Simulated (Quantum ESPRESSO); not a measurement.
The system is PbS.

```
Pb S
1.0
     2.07995   -5.99130    0.00000
     2.07995    5.99130    0.00000
     0.00000    0.00000    4.27932
Pb S
2 2
Cartesian
  2.0800 4.4268 1.0698
  2.0800 -4.4268 3.2095
  2.0800 1.7399 1.0698
  2.0800 -1.7399 3.2095
```

Measurements of this composition are mostly on another form, of space group No. 225.

Base run:

- Program: Quantum ESPRESSO 7.5
- Functional: PBEsol
- Potentials or basis: GBRV 1.5 PBEsol
- Cutoff: 612 eV
- Density cutoff: 4898 eV
- k mesh: 4 × 4 × 4, shifted
- Occupations: fermi-dirac, width 0.05 eV
- Spin: no spin polarisation

Its results: pressure -2.0 GPa; largest force 0.046 eV/Å.

Task: The run is repeated on the same cell with these changes: k mesh from 4 × 4 × 4, shifted to 2 × 2 × 2, shifted. What comes out?

Result: Pressure -3.1 GPa; largest force 0.610 eV/Å.

Caveats: some runs use coarse meshes; the cell is more than 3 GPa from zero pressure, which shifts response properties (some runs).
